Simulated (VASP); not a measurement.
# KBr: K into a neighbouring K vacancy, part 4 of 5

How hard is this move in KBr: K into a neighbouring K vacancy? Both ends are relaxed first, then a band of images between them. The start is a cell from a database of measured crystal structures.

VASP 6.6.1; PBEsol; plane waves and PAW (Br, K_pv).

So far. Step 3 (Relax the start): The run ended after 7 ionic steps, 0.228 eV below its first step, once the forces on the free atoms met EDIFFG = -0.05. Step 4 (Relax the end): The run ended after 7 ionic steps, 0.264 eV below its first step, once the forces on the free atoms met EDIFFG = -0.05.

## (5) Nudged elastic band

Images on a straight line between the ends relax across the path, while springs keep them spaced along it.

This cell carries charge -1, set by NELECT and balanced by a uniform background.

Input file INCAR:

```
SYSTEM = K26Br27
PREC = Normal
ENCUT = 280
EDIFF = 1E-05
NELM = 120
ISMEAR = 0
SIGMA = 0.05
LREAL = Auto
ALGO = Fast
GGA = PS
NELECT = 372
NBANDS = 228
LWAVE = .FALSE.
LCHARG = .FALSE.
NCORE = 2
LASPH = .TRUE.
IMAGES = 3
SPRING = -5
IBRION = 1
POTIM = 0.3
NSW = 50
EDIFFG = -0.05
ISYM = 0
ISIF = 0
```

Input file POSCAR:

```
K26Br27
1.0
    0.0000000000      9.9000000000      9.9000000000
    9.9000000000      0.0000000000      9.9000000000
    9.9000000000      9.9000000000      0.0000000000
Br K
27 26
Direct
    0.1667916764      0.1671598791      0.1683668333
    0.1671440815      0.1674356433      0.4984510652
    0.1722713292      0.1715603322      0.8283008012
    0.1665811495      0.4980566241      0.1677019979
    0.1641934234      0.4998513416      0.5004019339
    0.1653177966      0.5000857369      0.8348040572
    0.1723610995      0.8269787812      0.1732269634
    0.1653562621      0.8346932203      0.4993210049
    0.1734952229      0.8261486063      0.8264610055
    0.4975939892      0.1673181551      0.1675807413
    0.4986869181      0.1666447695      0.5001326708
    0.4986515802      0.1653949566      0.8353297513
    0.4998576306      0.5000205988      0.1655151556
    0.4996010753      0.4997904132      0.5002014374
    0.4991586780      0.4994384106      0.8352268956
    0.4995277431      0.8345492826      0.1659386445
    0.5007213845      0.8340761251      0.4998104957
    0.5016898971      0.8320019537      0.8330877382
    0.8260768200      0.1734906833      0.1729787816
    0.8335947892      0.1653086970      0.5005830385
    0.8261848886      0.1723582925      0.8282618540
    0.8342051988      0.4998093797      0.1657992776
    0.8341859039      0.4990418669      0.5007526764
    0.8330585625      0.5019255507      0.8328618293
    0.8276382500      0.8272846018      0.1723284251
    0.8313076966      0.8322847869      0.5031439345
    0.8318193538      0.8327889393      0.8324260957
    0.9989279378      0.0000293168      0.3273201341
    0.9995961652      0.0002221620      0.6725815148
    0.0001196263      0.3267939366      0.0005211327
    0.9985826124      0.3334554672      0.3342629913
    0.9995229560      0.3257459645      0.6742512776
    0.9999199814      0.6724768110      0.9996970922
    0.9993807861      0.6726657762      0.3280646962
    0.0010001919      0.6665027523      0.6660358196
    0.3268029695      0.9995509601      0.0008233662
    0.3339545179      0.9986192455      0.3339335243
    0.3275558111      0.9992280936      0.6730217691
    0.3332045760      0.3337431694      0.9995534821
    0.3333706827      0.3338684617      0.3335999501
    0.3317774969      0.3338681508      0.6675185909
    0.3264309598      0.6730055833      0.9995786375
    0.3326549042      0.6665491481      0.3332747234
    0.3341026071      0.6661632402      0.6656568857
    0.6723787947      0.9995181273      0.0006034988
    0.6724871232      0.0003323558      0.3272300378
    0.6645835022      0.0017317017      0.6667240065
    0.6722919920      0.3275805727      0.0000333485
    0.6657834367      0.3335750623      0.3334869716
    0.6659681528      0.3326048105      0.6674204397
    0.6666297990      0.6661136170      0.0011583529
    0.6671690335      0.6664454615      0.3330910451
    0.6664105239      0.6646097172      0.6673966399
```

Input file KPOINTS:

```
Automatic mesh
0
Gamma
1 1 1
0 0 0
```

Input file 00/POSCAR:

```
K26Br27
1.0
    0.0000000000      9.9000000000      9.9000000000
    9.9000000000      0.0000000000      9.9000000000
    9.9000000000      9.9000000000      0.0000000000
Br K
27 26
Direct
    0.1667916764      0.1671598791      0.1683668333
    0.1671440815      0.1674356433      0.4984510652
    0.1722713292      0.1715603322      0.8283008012
    0.1665811495      0.4980566241      0.1677019979
    0.1641934234      0.4998513416      0.5004019339
    0.1653177966      0.5000857369      0.8348040572
    0.1723610995      0.8269787812      0.1732269634
    0.1653562621      0.8346932203      0.4993210049
    0.1734952229      0.8261486063      0.8264610055
    0.4975939892      0.1673181551      0.1675807413
    0.4986869181      0.1666447695      0.5001326708
    0.4986515802      0.1653949566      0.8353297513
    0.4998576306      0.5000205988      0.1655151556
    0.4996010753      0.4997904132      0.5002014374
    0.4991586780      0.4994384106      0.8352268956
    0.4995277431      0.8345492826      0.1659386445
    0.5007213845      0.8340761251      0.4998104957
    0.5016898971      0.8320019537      0.8330877382
    0.8260768200      0.1734906833      0.1729787816
    0.8335947892      0.1653086970      0.5005830385
    0.8261848886      0.1723582925      0.8282618540
    0.8342051988      0.4998093797      0.1657992776
    0.8341859039      0.4990418669      0.5007526764
    0.8330585625      0.5019255507      0.8328618293
    0.8276382500      0.8272846018      0.1723284251
    0.8313076966      0.8322847869      0.5031439345
    0.8318193538      0.8327889393      0.8324260957
    0.9989279378      0.0000293168      0.3273201341
    0.9995961652      0.0002221620      0.6725815148
    0.0001196263      0.3267939366      0.0005211327
    0.9985826124      0.3334554672      0.3342629913
    0.9995229560      0.3257459645      0.6742512776
    0.9999199814      0.6724768110      0.9996970922
    0.9993807861      0.6726657762      0.3280646962
    0.0010001919      0.6665027523      0.6660358196
    0.3268029695      0.9995509601      0.0008233662
    0.3339545179      0.9986192455      0.3339335243
    0.3275558111      0.9992280936      0.6730217691
    0.3332045760      0.3337431694      0.9995534821
    0.3333706827      0.3338684617      0.3335999501
    0.3317774969      0.3338681508      0.6675185909
    0.3264309598      0.6730055833      0.9995786375
    0.3326549042      0.6665491481      0.3332747234
    0.3341026071      0.6661632402      0.6656568857
    0.6723787947      0.9995181273      0.0006034988
    0.6724871232      0.0003323558      0.3272300378
    0.6645835022      0.0017317017      0.6667240065
    0.6722919920      0.3275805727      0.0000333485
    0.6657834367      0.3335750623      0.3334869716
    0.6659681528      0.3326048105      0.6674204397
    0.6666297990      0.6661136170      0.0011583529
    0.6671690335      0.6664454615      0.3330910451
    0.6664105239      0.6646097172      0.6673966399
```

Input file 01/POSCAR:

```
K26Br27
1.0
    0.0000000000      9.9000000000      9.9000000000
    9.9000000000      0.0000000000      9.9000000000
    9.9000000000      9.9000000000      0.0000000000
Br K
27 26
Direct
    0.1681484064      0.1683705808      0.1666528511
    0.1671525462      0.1672689843      0.4991243286
    0.1710158546      0.1704804828      0.8289841832
    0.1660625380      0.4986366810      0.1679630560
    0.1649173276      0.4994278054      0.5004785711
    0.1652163713      0.5000021803      0.8344500590
    0.1724870873      0.8270020201      0.1701411881
    0.1670146795      0.8325898882      0.5011555252
    0.1713364494      0.8279632930      0.8285824706
    0.4979764464      0.1668482670      0.1677591924
    0.4983567242      0.1667370735      0.5004454375
    0.4987337043      0.1658060185      0.8349604019
    0.5000075348      0.4997602673      0.1661348978
    0.4997012537      0.4998977856      0.4997650889
    0.4990955772      0.4997088440      0.8348597983
    0.5000395860      0.8341294782      0.1658661881
    0.5002245269      0.8341460574      0.4997066684
    0.5011849366      0.8326210510      0.8332074501
    0.8262701320      0.1731028872      0.1699775263
    0.8319322020      0.1670923774      0.5021919079
    0.8282771630      0.1707654299      0.8293511910
    0.8338537701      0.5002364113      0.1656841414
    0.8340952813      0.4994074010      0.5001917410
    0.8332329410      0.5014155844      0.8329524718
    0.8286238987      0.8286189475      0.1708078390
    0.8300093040      0.8311345563      0.5039711276
    0.8318191220      0.8328520036      0.8333735952
    0.9990492178     -0.0001056535      0.2472107274
    0.9997523985      0.0000283511      0.6697491981
    0.0000773490      0.3266530052      0.0019804047
    0.9987900417      0.3318319575      0.3341496134
    0.9993824746      0.3277431067      0.6723485659
    1.0000509724      0.6708361621      0.9997445654
    0.9994138066      0.6728133572      0.3293269691
    0.0004422943      0.6679979900      0.6648477583
    0.3269683209      0.9997294512      0.0021227925
    0.3321647874      0.9987008903      0.3339440904
    0.3288186498      0.9990714270      0.6718160471
    0.3328378932      0.3337123224      0.9999977269
    0.3333899986      0.3337319026      0.3333566094
    0.3322167936      0.3339415692      0.6672783734
    0.3281444852      0.6713234253      0.9999390438
    0.3312842106      0.6679693176      0.3332834150
    0.3335790850      0.6662980161      0.6660406767
    0.6706745644      1.0001203287      0.0003177137
    0.6722685212      0.0001659023      0.3289860184
    0.6663718242      0.0014632649      0.6653884302
    0.6709173828      0.3288448663      0.0000163032
    0.6676427585      0.3318347586      0.3334642012
    0.6660895068      0.3329476267      0.6671348871
    0.6665274169      0.6660465966      0.0007226847
    0.6668333359      0.6664938802      0.3332853847
    0.6662193856      0.6652401231      0.6671443222
```

Input file 02/POSCAR:

```
K26Br27
1.0
    0.0000000000      9.9000000000      9.9000000000
    9.9000000000      0.0000000000      9.9000000000
    9.9000000000      9.9000000000      0.0000000000
Br K
27 26
Direct
    0.1695051364      0.1695812824      0.1649388688
    0.1671610108      0.1671023253      0.4997975921
    0.1697603799      0.1694006334      0.8296675653
    0.1655439266      0.4992167378      0.1682241142
    0.1656412319      0.4990042691      0.5005552084
    0.1651149460      0.4999186237      0.8340960608
    0.1726130750      0.8270252590      0.1670554128
    0.1686730969      0.8304865560      0.5029900455
    0.1691776760      0.8297779797      0.8307039358
    0.4983589036      0.1663783789      0.1679376434
    0.4980265302      0.1668293774      0.5007582042
    0.4988158284      0.1662170804      0.8345910524
    0.5001574390      0.4994999358      0.1667546400
    0.4998014321      0.5000051580      0.4993287404
    0.4990324764      0.4999792774      0.8344927011
    0.5005514290      0.8337096739      0.1657937317
    0.4997276693      0.8342159898      0.4996028412
    0.5006799760      0.8332401483      0.8333271620
    0.8264634441      0.1727150910      0.1669762711
    0.8302696148      0.1688760578      0.5038007772
    0.8303694374      0.1691725673      0.8304405280
    0.8335023414      0.5006634430      0.1655690052
    0.8340046587      0.4997729352      0.4996308056
    0.8334073196      0.5009056180      0.8330431144
    0.8296095474      0.8299532932      0.1692872529
    0.8287109114      0.8299843257      0.5047983207
    0.8318188903      0.8329150679      0.8343210946
    0.9991704978     -0.0002406239      0.1671013208
    0.9999086318     -0.0001654598      0.6669168813
    0.0000350718      0.3265120738      0.0034396766
    0.9989974710      0.3302084477      0.3340362356
    0.9992419931      0.3297402490      0.6704458542
    1.0001819633      0.6691955132      0.9997920385
    0.9994468271      0.6729609383      0.3305892420
   -0.0001156033      0.6694932278      0.6636596970
    0.3271336722      0.9999079422      0.0034222188
    0.3303750570      0.9987825352      0.3339546566
    0.3300814886      0.9989147603      0.6706103250
    0.3324712103      0.3336814753      1.0004419717
    0.3334093145      0.3335953434      0.3331132688
    0.3326560904      0.3340149876      0.6670381560
    0.3298580105      0.6696412673      1.0002994502
    0.3299135171      0.6693894871      0.3332921066
    0.3330555629      0.6664327921      0.6664244678
    0.6689703340      1.0007225300      0.0000319286
    0.6720499192     -0.0000005512      0.3307419990
    0.6681601462      0.0011948281      0.6640528539
    0.6695427737      0.3301091598     -0.0000007422
    0.6695020804      0.3300944548      0.3334414309
    0.6662108609      0.3332904428      0.6668493345
    0.6664250349      0.6659795762      0.0002870164
    0.6664976383      0.6665422990      0.3334797242
    0.6660282474      0.6658705290      0.6668920046
```

Input file 03/POSCAR:

```
K26Br27
1.0
    0.0000000000      9.9000000000      9.9000000000
    9.9000000000      0.0000000000      9.9000000000
    9.9000000000      9.9000000000      0.0000000000
Br K
27 26
Direct
    0.1708618663      0.1707919840      0.1632248866
    0.1671694754      0.1669356663      0.5004708556
    0.1685049053      0.1683207840      0.8303509473
    0.1650253152      0.4997967947      0.1684851724
    0.1663651361      0.4985807328      0.5006318456
    0.1650135206      0.4998350671      0.8337420626
    0.1727390628      0.8270484980      0.1639696374
    0.1703315143      0.8283832239      0.5048245658
    0.1670189026      0.8315926664      0.8328254009
    0.4987413607      0.1659084908      0.1681160944
    0.4976963362      0.1669216814      0.5010709709
    0.4988979525      0.1666281422      0.8342217030
    0.5003073432      0.4992396044      0.1673743821
    0.4999016105      0.5001125304      0.4988923918
    0.4989693757      0.5002497108      0.8341256038
    0.5010632719      0.8332898695      0.1657212753
    0.4992308117      0.8342859222      0.4994990139
    0.5001750154      0.8338592456      0.8334468739
    0.8266567561      0.1723272948      0.1639750158
    0.8286070276      0.1706597382      0.5054096466
    0.8324617118      0.1675797046      0.8315298651
    0.8331509126      0.5010904746      0.1654538690
    0.8339140361      0.5001384693      0.4990698702
    0.8335816981      0.5003956516      0.8331337570
    0.8305951961      0.8312876388      0.1677666668
    0.8274125187      0.8288340951      0.5056255138
    0.8318186586      0.8329781322      0.8352685940
    0.9992917777     -0.0003755942      0.0869919141
    1.0000648650     -0.0003592707      0.6640845646
   -0.0000072055      0.3263711424      0.0048989486
    0.9992049004      0.3285849380      0.3339228577
    0.9991015116      0.3317373912      0.6685431425
    1.0003129542      0.6675548643      0.9998395116
    0.9994798475      0.6731085193      0.3318515150
   -0.0006735009      0.6709884656      0.6624716358
    0.3272990236      1.0000864332      0.0047216451
    0.3285853266      0.9988641800      0.3339652227
    0.3313443274      0.9987580936      0.6694046030
    0.3321045274      0.3336506283      1.0008862165
    0.3334286304      0.3334587842      0.3328699281
    0.3330953872      0.3340884061      0.6667979386
    0.3315715359      0.6679591093      1.0006598566
    0.3285428235      0.6708096566      0.3333007983
    0.3325320407      0.6665675680      0.6668082588
    0.6672661037      1.0013247314     -0.0002538566
    0.6718313173     -0.0001670048      0.3324979796
    0.6699484682      0.0009263913      0.6627172776
    0.6681681645      0.3313734534     -0.0000177875
    0.6713614022      0.3283541511      0.3334186606
    0.6663322149      0.3336332590      0.6665637820
    0.6663226528      0.6659125557     -0.0001486518
    0.6661619406      0.6665907177      0.3336740638
    0.6658371091      0.6665009349      0.6666396869
```

Input file 04/POSCAR:

```
K26Br27
1.0
    0.0000000000      9.9000000000      9.9000000000
    9.9000000000      0.0000000000      9.9000000000
    9.9000000000      9.9000000000      0.0000000000
Br K
27 26
Direct
    0.1722185963      0.1720026857      0.1615109044
    0.1671779401      0.1667690073      0.5011441190
    0.1672494307      0.1672409346      0.8310343293
    0.1645067037      0.5003768516      0.1687462305
    0.1670890403      0.4981571966      0.5007084828
    0.1649120953      0.4997515105      0.8333880644
    0.1728650506      0.8270717369      0.1608838621
    0.1719899317      0.8262798917      0.5066590861
    0.1648601291      0.8334073531      0.8349468660
    0.4991238179      0.1654386027      0.1682945455
    0.4973661423      0.1670139854      0.5013837376
    0.4989800766      0.1670392041      0.8338523536
    0.5004572474      0.4989792729      0.1679941243
    0.5000017889      0.5002199028      0.4984560433
    0.4989062749      0.5005201442      0.8337585066
    0.5015751148      0.8328700651      0.1656488189
    0.4987339541      0.8343558545      0.4993951866
    0.4996700549      0.8344783429      0.8335665858
    0.8268500681      0.1719394987      0.1609737605
    0.8269444404      0.1724434186      0.5070185160
    0.8345539862      0.1659868420      0.8326192021
    0.8327994839      0.5015175062      0.1653387328
    0.8338234135      0.5005040034      0.4985089348
    0.8337560766      0.4998856853      0.8332243995
    0.8315808448      0.8326219845      0.1662460807
    0.8261141261      0.8276838645      0.5064527069
    0.8318184268      0.8330411965      0.8362160935
    0.9994130577     -0.0005105646      0.0068825074
    1.0002210983     -0.0005530816      0.6612522479
   -0.0000494827      0.3262302110      0.0063582206
    0.9994123297      0.3269614282      0.3338094799
    0.9989610302      0.3337345334      0.6666404308
    1.0004439452      0.6659142154      0.9998869848
    0.9995128680      0.6732561004      0.3331137879
   -0.0012313985      0.6724837033      0.6612835745
    0.3274643750      1.0002649243      0.0060210714
    0.3267955961      0.9989458248      0.3339757888
    0.3326071661      0.9986014270      0.6681988810
    0.3317378446      0.3336197812      1.0013304613
    0.3334479463      0.3333222251      0.3326265874
    0.3335346839      0.3341618245      0.6665577211
    0.3332850613      0.6662769513      1.0010202629
    0.3271721300      0.6722298261      0.3333094899
    0.3320085186      0.6667023440      0.6671920498
    0.6655618734      1.0019269328     -0.0005396417
    0.6716127153     -0.0003334583      0.3342539602
    0.6717367902      0.0006579545      0.6613817013
    0.6667935554      0.3326377470     -0.0000348329
    0.6732207240      0.3266138474      0.3333958902
    0.6664535690      0.3339760752      0.6662782294
    0.6662202708      0.6658455353     -0.0005843201
    0.6658262430      0.6666391365      0.3338684034
    0.6656459708      0.6671313408      0.6663873692
```

PAW data sets: Br and K_pv (PBE family, release 64).

The run is started by

```bash
$ mpirun -np 6 vasp_gam
```

What it wrote:

```text
[banner, memory and clock lines left out]
running    6 mpi-ranks, on    1 nodes
 each image running on    2 cores
[...]
01/POSCAR found :  2 types and      53 ions
 [... a notice as in an earlier step ...]

 LDA part: xc-table for (Slater+PW92), standard interpolation
[...]
00/POSCAR found :  2 types and      53 ions
[...]
04/POSCAR found :  2 types and      53 ions
 POSCAR, INCAR and KPOINTS ok, starting setup
[...]
entering main loop
       N       E                     dE             d eps       ncg     rms          rms(c)
DAV:   1     0.302744054840E+04    0.30274E+04   -0.11978E+05   472   0.931E+02
DAV:   2     0.245863637851E+03   -0.27816E+04   -0.26665E+04   608   0.273E+02
DAV:   3    -0.155504024916E+03   -0.40137E+03   -0.39937E+03   528   0.927E+01
DAV:   4    -0.173565458526E+03   -0.18061E+02   -0.18011E+02   512   0.203E+01
DAV:   5    -0.173785585458E+03   -0.22013E+00   -0.21996E+00   512   0.264E+00BRMIX: very serious problems
 the old and the new charge density differ
 old charge density:   371.00000 new  372.00003
    0.144E+01
BRMIX: very serious problems
 the old and the new charge density differ
 old charge density:   371.00000 new  372.00002
BRMIX: very serious problems
 the old and the new charge density differ
 old charge density:   371.00000 new  372.00003
RMM:   6    -0.168852084489E+03    0.49335E+01   -0.89780E+00   456   0.326E+00    0.952E+00
RMM:   7    -0.168761410994E+03    0.90673E-01   -0.92463E+00   456   0.326E+00    0.471E+00
RMM:   8    -0.168902736513E+03   -0.14133E+00   -0.11607E+00   456   0.143E+00    0.170E+00
RMM:   9    -0.168821696988E+03    0.81040E-01   -0.14328E-01   456   0.527E-01    0.398E-01
[...]
RMM:  13    -0.168827797938E+03    0.91196E-04   -0.16131E-03   456   0.505E-02    0.355E-02
RMM:  14    -0.168827788565E+03    0.93725E-05   -0.10321E-04   385   0.196E-02    0.339E-02
RMM:  15    -0.168827783409E+03    0.51562E-05   -0.26349E-05   303   0.825E-03
   1 F= -.16882778E+03 E0= -.16882778E+03  d E =-.168828E+03
[... from here on, the cycles between the ionic steps are left out ...]
   2 F= -.16902568E+03 E0= -.16902568E+03  d E =-.197893E+00
   3 F= -.16927161E+03 E0= -.16927161E+03  d E =-.245938E+00
   4 F= -.16936160E+03 E0= -.16936160E+03  d E =-.899833E-01
   5 F= -.16939510E+03 E0= -.16939510E+03  d E =-.335046E-01
   6 F= -.16942383E+03 E0= -.16942383E+03  d E =-.287276E-01
   7 F= -.16944811E+03 E0= -.16944811E+03  d E =-.242802E-01
   8 F= -.16946828E+03 E0= -.16946828E+03  d E =-.201678E-01
   9 F= -.16948060E+03 E0= -.16948060E+03  d E =-.123260E-01
  10 F= -.16949386E+03 E0= -.16949386E+03  d E =-.132562E-01
  11 F= -.16950439E+03 E0= -.16950439E+03  d E =-.105257E-01
  12 F= -.16951379E+03 E0= -.16951379E+03  d E =-.939981E-02
  13 F= -.16952553E+03 E0= -.16952553E+03  d E =-.117454E-01
  14 F= -.16953036E+03 E0= -.16953036E+03  d E =-.482802E-02
  15 F= -.16953923E+03 E0= -.16953923E+03  d E =-.887077E-02
  16 F= -.16954194E+03 E0= -.16954194E+03  d E =-.271101E-02
  17 F= -.16954689E+03 E0= -.16954689E+03  d E =-.494475E-02
  18 F= -.16955000E+03 E0= -.16955000E+03  d E =-.311957E-02
  19 F= -.16955170E+03 E0= -.16955170E+03  d E =-.169173E-02
  20 F= -.16955715E+03 E0= -.16955715E+03  d E =-.545200E-02
 BRION: g(F)=  0.195E-02 g(S)=  0.000E+00
 BRIONS problems: POTIM should be increased
 retain N=  1 mean eig=24.66
 eig:  24.664
 reached required accuracy - stopping structural energy minimisation
```

The job ended after 26 min (6 MPI ranks of Intel Xeon Platinum 8488C (Sapphire Rapids), shared host; peak memory 2.3 GiB; 2.6 h of CPU time).

(Part 4 of 5 ends here.)

[Lines on the potential files, build, host, timing and source positions are cut from VASP's logs without a mark.]

[Logs are printed without paths, hosts, clocks, repeated set-up lines and the standing remarks that a program may print on its own settings, such as how far it seeks lower states.]

[Hosts, paths, dates, database ids (printed as entryN), source tags and the programs' standing remarks are cut or masked in the printed files.]

[Runs that stopped without an error message from VASP are left out.]
